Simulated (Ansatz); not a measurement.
## Co: experiment and calculation

**What was measured.**

A printed reference work, data compilation reports, for a bulk crystal of Co at 293.15 K: lattice constant a 2.5071 Å.

The results are compared with them further down.

The calculation used DFT r2SCAN, scalar-relativistic, plane waves, PAW (Ansatz 0.2.0).

Cutoff 500 eV; k points 18×18×10 on the computed 2-atom cell (Γ-centred); Gaussian smearing, width 0.10 eV; collinear spin from starting moments 2.09 2.09 μB.

Relaxed structure, symmetry kept:

```
Co
1.0
     2.47283    0.00000    0.00000
    -1.23641    2.14153    0.00000
     0.00000    0.00000    4.01653
Co
2
Direct
  0.33333 0.66667 0.25000
  0.66667 0.33333 0.75000
```

| Property | Result |
| --- | --- |
| Space group | P6_3/mmc (No. 194) |
| Volume per atom | 10.64 Å³ |
| Formation energy from the elements' standard states (uncorrected) | -0.001 eV/atom |
| Generalised Kohn–Sham band gap | none (metal) |
| Density of states at the Fermi level | 1.60 states/eV per cell |
| Löwdin character within 0.5 eV of the Fermi level | Co 3d 88 %, Co 4s 8 %, unprojected 5 % |
| Bulk modulus | 228 GPa |
| Its pressure derivative | 4.6 |
| Bader charges (e) | Co (2 in the cell) 0.00 |
| Total moment | 3.52 μB per cell |
| Site moments (μB; atoms counted from 1 over the whole cell) | Co (atom 1) 1.90, Co (atom 2) 1.90 |

The state reached may not be the lowest one.

Only this magnetic start was tried.

A measured lattice constant a of Co is 2.5071 Å (293.15 K; a printed reference work, data compilation); the calculated 2.473 Å misses it by -1.4 %. The calculation is for 0 K without zero-point motion.

Cost: 6 runs of about 9 core-minutes in all, on Arm Neoverse V2 (shared hosts).